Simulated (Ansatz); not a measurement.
# InPd under changes of volume

One of the cells (17.513 Å³/atom); the others are scaled copies at fixed shape and fractional positions:

```
In Pd
1.0
     3.27188    0.00000    0.00000
     0.00000    3.27188    0.00000
     0.00000    0.00000    3.27188
In Pd
1 1
Direct
  0.00000 0.00000 0.00000
  0.50000 0.50000 0.50000
```

The cell comes from a database or a generator and needn't be the stable form of this composition.

| Property | Result |
| --- | --- |
| Program | Ansatz 0.2.0 |
| Functional | PBEsol |
| Potentials or basis | Ansatz PAW earlier set |
| Cutoff | 710 eV (not typed: the program's choice for these potentials) |
| k mesh | 8 × 8 × 8 |
| Occupations | fermi-dirac, width 0.05 eV |
| Spin | no spin polarisation |

| volume (Å³/atom) | energy over the lowest point (meV/atom) | pressure (GPa) |
| --- | --- | --- |
| 16.462 | ? | ? |
| 16.813 | 2.33 | 2.6 |
| 17.163 | 0.00 | -0.4 |
| 17.513 | 3.73 | -3.0 |
| 17.863 | 12.75 | -5.2 |
| 18.214 | 26.48 | -7.2 |
| 18.564 | 44.37 | -9.0 |

Q: What does the run at 16.462 Å³/atom give?

A: Energy over the lowest point 11.62 meV/atom; pressure 6.0 GPa.

Worked out: A Birch-Murnaghan fit of order 3 (a polynomial in V^(-2/3)) to the other rows has its minimum at 17.12 Å³/atom with B0 = V·E''(V) = 137 GPa and B' = 5.1. It gives 11.48 meV/atom at 16.462 Å³/atom, against the run's 11.62, and -dE/dV = 5.9 GPa, against 6.0.

Energies are extrapolated to zero smearing.

Caveats: the PAW data sets come from PBE, with cores solved anew for the run's functional, which leaves a small shift of forces and pressure.
